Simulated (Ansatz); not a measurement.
LiF (Griceite) under changes of volume

One of the cells (8.169 Å³/atom); the others are scaled copies at fixed shape and fractional positions:

```xyz
2
Lattice="0.0000 2.0140 2.0140 2.0140 0.0000 2.0140 2.0140 2.0140 0.0000" Properties=species:S:1:pos:R:3 pbc="T T T"
F     2.0140    2.0140    2.0140
Li    0.0000    0.0000    0.0000
```

| Quantity | Value |
| --- | --- |
| Program | Ansatz 0.2.0 |
| Functional | HSE06 |
| Potentials or basis | Ansatz PAW |
| Cutoff | 420 eV (not typed: the program's choice for these potentials) |
| k mesh | 8 × 8 × 8 |
| Occupations | fermi-dirac, width 0.05 eV |
| Spin | no spin polarisation |

```csv
volume (Å³/atom),energy over the lowest point (meV/atom),pressure (GPa),gap on the mesh (eV)
7.679,4.55,4.0,12.01
7.842,1.42,2.2,11.80
8.006,0.00,0.6,11.59
8.169,?,?,?
8.333,1.85,-2.2,11.21
8.496,4.75,-3.4,11.03
8.659,8.80,-4.5,10.86
```

Q: What does the run at 8.169 Å³/atom give?

A: Energy over the lowest point 0.26 meV/atom; pressure -0.9 GPa; gap on the mesh 11.40 eV.

Worked out: A Birch-Murnaghan fit of order 3 (a polynomial in V^(-2/3)) to the other rows has its minimum at 8.07 Å³/atom with B0 = V·E''(V) = 74 GPa and B' = 4.3. It gives 0.21 meV/atom at 8.169 Å³/atom, against the run's 0.26, and -dE/dV = -0.9 GPa, against -0.9. A straight line through the other rows of the gap, of slope -9.58 eV per unit of ln V (its deformation potential), gives 11.41 eV, against the run's 11.40.

Energies are extrapolated to zero smearing.

Caveats: the PAW data sets come from PBE, with cores solved anew for the run's functional, which leaves a small shift of forces and pressure; the thresholds are loose for stress.

A mesh can miss the band edges.
